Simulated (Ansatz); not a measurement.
# BaF2: the cost of one run

Method: DFT r²SCAN, scalar-relativistic, plane waves, PAW, in Ansatz 0.2.0.

3 further runs of the same task are left out: 3 set aside as unsound or not needed.

## 1. Starting point

Symmetry: Fm-3m, No. 225, cubic system. Conventional cell: a = 6.195 Å, b = 6.195 Å, c = 6.195 Å, α = 90.00°, β = 90.00°, γ = 90.00°. Ba (site symmetry m-3m) is surrounded by 8 F at 2.68 Å. F (site symmetry -43m) is surrounded by 4 Ba at 2.68 Å.

As a file:

```cif
data_structure
_symmetry_space_group_name_H-M 'Fm-3m'
_symmetry_Int_Tables_number 225
_cell_length_a 6.1946
_cell_length_b 6.1946
_cell_length_c 6.1946
_cell_angle_alpha 90.000
_cell_angle_beta 90.000
_cell_angle_gamma 90.000
_cell_volume 237.71
loop_
_atom_site_label
_atom_site_type_symbol
_atom_site_symmetry_multiplicity
_atom_site_Wyckoff_symbol
_atom_site_fract_x
_atom_site_fract_y
_atom_site_fract_z
_atom_site_occupancy
Ba1 Ba 4 a 0.00000 0.00000 0.00000 1
F1 F 8 c 0.25000 0.75000 0.75000 1
```

This cell comes from an earlier session at r²SCAN: 19.809 Å³/atom at 0.00 GPa, on a 6×6×6 mesh.

## 2. Zone-centre modes and dielectric tensors

Contents of input.yaml:

```yaml
crystal:
  lattice:
    - [0.0, 3.0973169615, 3.0973169615]
    - [3.0973169615, 0.0, 3.0973169615]
    - [3.0973169615, 3.0973169615, 0.0]
  atoms:
    - { symbol: Ba, position: [0.0, 0.0, 0.0] }
    - { symbol: F, position: [0.25, 0.25, 0.25] }
    - { symbol: F, position: [0.75, 0.75, 0.75] }
basis:
  ecutwfc: 500
  ecutrho_ratio: 4
kpoints:
  mp_grid: { grid: [6, 6, 6] }
hamiltonian:
  xc: r2scan
scf:
  occupations: { method: fixed }
output: {}
phonons:
  method: dfpt
  dielectric: true
  rigid_motions: translations
```

Run with:

```bash
$ ansatz run input.yaml --threads 4 --pin off --max-ram 7168MiB --backend cpu --events-out ev --progress --plain --runs-dir out
```

What time and memory should one allow on 4 threads of Arm Neoverse V1, shared host?

About 24 s, with a peak of 3.8 GiB.
